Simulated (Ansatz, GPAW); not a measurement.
# Geometry or basis: what sets the conductance of 1,4-diethynylbenzene between two Ir chains, part 2 of 4

How well does 1,4-diethynylbenzene between two Ir chains conduct once its atoms have relaxed, and how much do cheaper levels lose?

GPAW 26.7.0 and Ansatz 0.2.0; Ansatz plane waves; relaxation of the junction with the lead ends held; PAW set soft_1 (the session's first sound run).

So far. Step 2 (Relaxing the atoms): The relaxation lowered the energy of the cell by 1.61 eV.

**3. Plane waves, PBE**

A plane-wave run comes first: its basis does not favour the atoms, so it serves as the reference for the orbital bases.

This step: Ansatz plane waves; Landauer transmission by layers, zero bias; PAW set soft_1 (Ansatz 0.2.0).

input.yaml

```yaml
crystal:
  lattice:
    - [10.8102070773, 0.0, 0.0]
    - [0.0, 9.0, 0.0]
    - [0.0, 0.0, 46.7806335336]
  atoms:
    - { symbol: Ir, position: [0.5, 0.5, 0.0245828223] }
    - { symbol: Ir, position: [0.5, 0.5, 0.0737484668] }
    - { symbol: Ir, position: [0.5, 0.5, 0.1229141114] }
    - { symbol: Ir, position: [0.5, 0.5, 0.1720797559] }
    - { symbol: Ir, position: [0.5, 0.5, 0.2212454005] }
    - { symbol: Ir, position: [0.5, 0.5, 0.270411045] }
    - { symbol: Ir, position: [0.5590075405, 0.5033092935, 0.3207253588] }
    - { symbol: Ir, position: [0.4776880678, 0.4991209914, 0.3671291963] }
    - { symbol: C, position: [0.5071943049, 0.5007283329, 0.4096627463] }
    - { symbol: C, position: [0.5068457004, 0.5007598897, 0.4368989197] }
    - { symbol: C, position: [0.5037301881, 0.5005403026, 0.467981687] }
    - { symbol: H, position: [0.7026264048, 0.508639005, 0.4753416054] }
    - { symbol: H, position: [0.3035932414, 0.492333857, 0.47303235] }
    - { symbol: C, position: [0.6122552472, 0.5048756268, 0.4856583437] }
    - { symbol: C, position: [0.391573798, 0.4958548875, 0.4844019002] }
    - { symbol: C, position: [0.6089568351, 0.5046273206, 0.5155884454] }
    - { symbol: C, position: [0.3883030412, 0.4956063931, 0.5143332546] }
    - { symbol: H, position: [0.6969445689, 0.5081404645, 0.5269533017] }
    - { symbol: H, position: [0.2979467668, 0.4918387247, 0.5246551212] }
    - { symbol: C, position: [0.4968127621, 0.4999147206, 0.5320158086] }
    - { symbol: C, position: [0.4936897563, 0.4996611531, 0.5630974956] }
    - { symbol: C, position: [0.4932327333, 0.499635989, 0.5903351716] }
    - { symbol: Ir, position: [0.5226054906, 0.5010381221, 0.6328727755] }
    - { symbol: Ir, position: [0.4411376598, 0.4971259887, 0.6792645878] }
    - { symbol: Ir, position: [0.5, 0.5, 0.729588955] }
    - { symbol: Ir, position: [0.5, 0.5, 0.7787545995] }
    - { symbol: Ir, position: [0.5, 0.5, 0.8279202441] }
    - { symbol: Ir, position: [0.5, 0.5, 0.8770858886] }
    - { symbol: Ir, position: [0.5, 0.5, 0.9262515332] }
    - { symbol: Ir, position: [0.5, 0.5, 0.9754171777] }
kpoints:
  mp_grid: { grid: [1, 1, 2] }
hamiltonian:
  xc: pbe
  pseudopotentials: { kind: paw, azcp: { folder: soft_1 } }
scf:
  occupations: { method: fermi_dirac, width: 0.1 }
output:
  transmission:
    leads: [[0, 1]]
    e_range: [-2, 2]
    de: 0.025
    kmesh: [1, 1]
    reduced_basis: true
  write_potential: true
  write_density: true
  volumetric_format: npy
```

On the command line:

```sh
ansatz run input.yaml --threads 4 --pin off --max-ram 8192MiB --backend cpu --events-out ev --progress --plain --runs-dir out
```

Numbers of over 12 decimals in the logs are rounded to 6 here.

What it wrote:

```text
[...]
Crystal: 30 atoms, lattice volume = 4551.375 Å³
Basis set: ecut = 420 eV, 88859 PW (Γ)
Bands: 190, of which v1, the nominal top of the filled ones, is band 158 counted from 1 (157 counted from 0)
Symmetry: 1 space group operations
[...]
k-points: 2
[...]
SCF iter   1: F=—  HF=-193508.671559 eV  |F-HF|=—  |Δ(HF+E_count)|=         —  Δρ=2.76e-2  dr2=4.41e1  ethr=3.10e-3  ⟨swp⟩=6.5  Hψ=1469  notcnv=0  defer=1
[...]
SCF iter  14: F=-193495.960352 eV  HF=-193495.960352 eV  |F-HF|=2.24e-8  |Δ(HF+E_count)|=   3.17e-8  Δρ=6.26e-7  dr2=3.62e-8  ethr=3.16e-11  ⟨swp⟩=2.0  Hψ=558  notcnv=0
SCF 1 converged in 14 iterations: F = -193495.960352 eV  dr2 = 3.62e-8
[...]
transmission: 8 of 79 steps passed
transmission: 16 of 79 steps passed
[...]
transmission: 79 of 79 steps passed
WARN: The input density's exchange-correlation potential varies sharply where the density is thin. Do not read a vacuum level from v_tot or v_xc, or from such a field of the output density. On a cell that repeats whose density bears no net charge and no dipole along the vacuum's axis use v_es (v_loc + v_h of the components); under efield.dipole_correction with no amplitude use v_es + v_field, which holds any external [...]
SCF converged after 14 iterations
the last check of whether an eigenvalue changes by more than its tolerance under the output density was not made (no_room)
Free energy (F): -193495.960352 eV
[...]
Internal energy: -193494.235838 eV  (E = F + TS)
E sigma→0 (E₀):  -193495.098095 eV
Entropy (-TS):   -1.724514 eV (-57.484 meV/atom)
Fermi energy:    -3.900810 eV
[...]
--- Band table (eV) ---
  k-point 0: bands = [... 154 lower, -4.0001, -3.9608, -3.9528, -3.9481, -3.9439, -3.8648, -3.8635, -3.8298, ... 28 higher]
  k-point 1: bands = [... 154 lower, -4.0003, -3.9655, -3.9597, -3.9481, -3.8733, -3.8635, -3.8237, -3.8130, ... 28 higher]
--- Transmission ---
  basis      : 855 plane waves across, 79 finite elements along
  points     : 1, standing for a mesh of 1 x 1
  filling    : by the input's occupations and mesh, since the crystals that have channels conduct as metals do. If one of these is a semiconductor, that mesh has misplaced its level
  energies   : 161 from -2.000000 to 2.000000 eV about the Fermi level, 0.025000 eV apart; the leads are filled to 0.000000 eV, and channels, transmission and decay are at 0.000000 eV
  crystal 0  : Ir1, at the sites [0, 1], period 2.3000 Å, over 27.60 Å; its Hamiltonian steps by up to 3.6 meV
    offset         : up to 0.0000 Å between an atom of the period and one for which it stands
    filled         : 9.2 meV over the level at which it is neutral
    channels       : 6.000000e0 a spin
    conductance    : 4.6019e14 S/m² at 300 K; may be off by some 0.0 % by where its bands' edges are placed, 1.1 % from the distance to neutral
  junction   : crystal 0 to crystal 0, 0.70 to 45.18 Å
    transmission   : 6.590551e-1 a spin
    conductance    : 5.4561e13 S/m² at 300 K (5.4444e13 on every other energy)
    error estimate : 0.2 % from the energy spacing and 0.0 % from band edges of the leads and from resonances (wavevectors taken as independent; lower de), 3.0 % from the steps of its leads' Hamiltonians or their offsets (lay more layers), 2.0 % from the distance to neutral
    resistance     : 1.6155e-2 Ω µm² beyond half of each lead's own
```

The job ended after 87 min (4 threads of Arm Neoverse V1, shared host; peak memory 7.1 GiB; 4.7 h of CPU time).

In the SCF lines HF is the Harris–Foulkes energy and dr2 the Hartree energy of the density residual, in eV; the loop may stop once dr2 is under the threshold and the program's other checks hold. Hψ counts applications of the Hamiltonian.

Numbers from this step:

| Quantity | Value |
| --- | --- |
| lead level | 0 eV from the Fermi level |
| transmission at the Fermi level (one spin) | 0.6591 |
| open channels of the lead at the Fermi level (one spin) | 6 |
| step of the potential along the lead | 3.6 meV |
| offset of the lead | 0 Å |
| filling of the lead less its bulk value, in size | 9.2 meV |
| conductance | 0.6851 G₀ |

One spin. Transmission, zone mean against energy, zero at the Fermi level:

```csv
energy (eV),"transmission, zone mean"
-2.000,0.882
-1.900,0.707
-1.800,0.622
-1.700,0.622
-1.600,0.692
-1.500,0.812
-1.400,0.931
-1.300,0.970
-1.200,0.985
-1.100,0.997
-1.050,1.000
-1.000,0.978
-0.900,0.709
-0.800,0.296
-0.700,0.147
-0.600,0.108
-0.500,0.128
-0.400,0.296
-0.300,0.841
-0.200,0.984
-0.100,0.887
0.000,0.659
0.100,0.830
0.200,0.970
0.225,0.971
0.300,0.924
0.400,0.664
0.500,0.335
0.600,0.155
0.700,0.0787
0.800,0.0447
0.900,0.0283
1.000,0.0195
1.100,0.0145
1.200,0.0115
1.300,0.00961
1.400,0.00846
1.500,0.00779
1.600,0.00746
1.700,0.00734
1.800,0.00726
1.900,0.00682
2.000,0.00483
```

One spin. Table of open channels, zone mean by energy, zero at the Fermi level:

energy (eV), open channels, zone mean and a bar from the least value:
```
   -2.000       3.00 
   -1.900       4.00 ##########
   -1.800       4.00 ##########
   -1.700       4.00 ##########
   -1.600       4.00 ##########
   -1.500       4.00 ##########
   -1.400       6.00 ##############################
   -1.300       6.00 ##############################
   -1.200       6.00 ##############################
   -1.100       6.00 ##############################
   -1.000       6.00 ##############################
   -0.900       6.00 ##############################
   -0.800       6.00 ##############################
   -0.700       6.00 ##############################
   -0.600       6.00 ##############################
   -0.500       6.00 ##############################
   -0.400       6.00 ##############################
   -0.300       6.00 ##############################
   -0.200       6.00 ##############################
   -0.100       6.00 ##############################
    0.000       6.00 ##############################
    0.100       4.00 ##########
    0.200       4.00 ##########
    0.300       4.00 ##########
    0.400       4.00 ##########
    0.500       4.00 ##########
    0.600       4.00 ##########
    0.700       4.00 ##########
    0.800       4.00 ##########
    0.900       4.00 ##########
    1.000       3.00 
    1.100       3.00 
    1.200       3.00 
    1.300       3.00 
    1.400       3.00 
    1.500       3.00 
    1.600       3.00 
    1.700       3.00 
    1.800       3.00 
    1.900       3.00 
    2.000       3.00
```

Crystal 0, spin -, k parallel (0, 0); distinct values, listed up to 1.5 1/Å. The Im kz of the slowest decaying states by energy, zero at the Fermi level:

```csv
energy (eV),decay 1 (Å⁻¹),decay 2 (Å⁻¹),decay 3 (Å⁻¹),decay 4 (Å⁻¹)
-2.000,0.0410,0.549,0.549,1.32
-1.800,0.446,0.446,1.30,1.32
-1.600,0.301,0.301,1.28,1.30
-1.400,1.26,1.27,1.34,1.43
-1.200,1.23,1.25,1.32,1.41
-1.000,1.21,1.23,1.30,1.40
-0.800,1.19,1.21,1.28,1.38
-0.600,1.17,1.19,1.26,1.36
-0.400,1.15,1.17,1.23,1.34
-0.200,1.12,1.15,1.21,1.32
0.000,1.10,1.12,1.19,1.30
0.200,0.246,0.246,1.08,1.10
0.400,0.369,0.369,1.05,1.08
0.600,0.452,1.03,1.05,1.12
0.800,0.515,1.00,1.03,1.10
1.000,0.100,0.567,0.979,1.00
1.200,0.200,0.611,0.611,0.953
1.400,0.260,0.648,0.926,0.954
1.600,0.305,0.681,0.899,0.928
1.800,0.341,0.710,0.872,0.901
2.000,0.372,0.735,0.735,0.844
```

Crystal 0, spin -, k parallel (0, 0). The Re kz of states that move upwards by energy, zero at the Fermi level:

```csv
energy (eV),channel 1 (Å⁻¹),channel 2 (Å⁻¹),channel 3 (Å⁻¹),channel 4 (Å⁻¹),channel 5 (Å⁻¹),channel 6 (Å⁻¹)
-2.000,-0.680,-0.679,0.708,-,-,-
-1.800,-0.647,-0.647,0.259,0.725,-,-
-1.600,-0.615,-0.615,0.369,0.742,-,-
-1.400,-0.584,-0.584,0.154,0.155,0.455,0.759
-1.200,-0.554,-0.553,0.383,0.383,0.527,0.778
-1.000,-0.524,-0.524,0.528,0.529,0.591,0.797
-0.800,-0.495,-0.494,0.648,0.653,0.653,0.818
-0.600,-0.465,-0.465,0.699,0.770,0.770,0.842
-0.400,-0.437,-0.436,0.742,0.872,0.888,0.888
-0.200,-0.408,-0.407,0.778,0.908,1.02,1.02
0.000,-0.379,-0.379,0.806,0.952,1.21,1.21
0.200,-0.350,-0.350,0.830,1.00,-,-
0.400,-0.321,-0.321,0.850,1.06,-,-
0.600,-0.292,-0.292,0.869,1.13,-,-
0.800,-0.262,-0.262,0.886,1.22,-,-
1.000,-0.232,-0.232,0.903,-,-,-
1.200,-0.201,-0.200,0.918,-,-,-
1.400,-0.169,-0.168,0.934,-,-,-
1.600,-0.135,-0.134,0.950,-,-,-
1.800,-0.0967,-0.0956,0.965,-,-,-
2.000,-0.0476,-0.0462,0.980,-,-,-
```

The electrostatic potential energy of an electron (with the applied field's), less the Fermi level, planar mean oscillates, so the rows of the table below give means over windows of 2.34 Å about each position, cut where the curve ends. Its first 14 maxima inside the range that stand out by 2 % of the span (Å: eV): 2.3: 5.36, 4.5: 5.35, 6.9: 5.36, 9.2: 5.35, 11.5: 5.33, 13.9: 5.29, 16.1: 5.16, 18.4: 5.38, 19.7: 5.19, 21.1: 4.93, 23.4: 4.54, 25.7: 4.93, 27.0: 5.19, 28.4: 5.38. Its first 14 minima: 1.2: 3.79, 3.5: 3.79, 5.7: 3.79, 8.0: 3.78, 10.4: 3.75, 12.7: 3.74, 15.1: 3.71, 17.3: 3.74, 19.2: 4.75, 20.5: 4.55, 22.5: 3.22, 24.3: 3.22, 26.3: 4.55, 27.6: 4.75.

Electrostatic potential energy of an electron (with the applied field's), less the Fermi level, planar mean against z; means over each step:

```csv
z (Å),"electrostatic potential energy of an electron (with the applied field's), less the Fermi level, planar mean (eV)"
1.17,4.58
3.51,4.58
5.85,4.58
8.19,4.57
10.53,4.55
12.87,4.52
15.21,4.46
17.55,4.53
19.89,4.86
22.23,3.95
24.57,3.95
26.91,4.86
29.25,4.53
31.59,4.47
33.93,4.52
36.27,4.55
38.61,4.57
40.95,4.58
43.29,4.58
45.63,4.53
```

The valence density, planar mean oscillates, so the rows of the table below give means over windows of 2.34 Å about each position, cut where the curve ends. Its first 14 maxima inside the range that stand out by 2 % of the span (Å: e/Å³): 1.2: 0.150, 3.5: 0.149, 5.7: 0.150, 8.0: 0.150, 10.4: 0.150, 12.7: 0.149, 15.1: 0.149, 17.1: 0.150, 20.0: 0.0349, 22.4: 0.0981, 24.4: 0.0981, 26.8: 0.0348, 29.7: 0.150, 31.7: 0.149. Its first 14 minima: 2.3: 0.0233, 4.5: 0.0234, 6.9: 0.0231, 9.2: 0.0232, 11.5: 0.0234, 13.9: 0.0210, 16.1: 0.0259, 18.3: 0.0204, 21.1: 0.0258, 23.4: 0.0543, 25.7: 0.0258, 28.5: 0.0204, 30.7: 0.0259, 32.9: 0.0210.

Table of valence density, planar mean by z; means over each step:

```csv
z (Å),"valence density, planar mean (e/Å³)"
1.17,0.0751
3.51,0.0751
5.85,0.0751
8.19,0.0751
10.53,0.0751
12.87,0.0746
15.21,0.0763
17.55,0.0741
19.89,0.0316
22.23,0.0621
24.57,0.0619
26.91,0.0316
29.25,0.0742
31.59,0.0762
33.93,0.0746
36.27,0.0751
38.61,0.0751
40.95,0.0751
43.29,0.0751
45.63,0.0790
```

T at the Fermi level is 0.659 of 6 open channels a spin, without spin-orbit coupling, which is large for these atoms.

(Part 2 of 4 ends here.)

[Logs are printed without paths, hosts, clocks, repeated set-up lines and the standing remarks that a program may print on its own settings, such as how far it seeks lower states.]

[Hosts, paths, dates, database ids (printed as entryN), source tags and the programs' standing remarks are cut or masked in the printed files.]
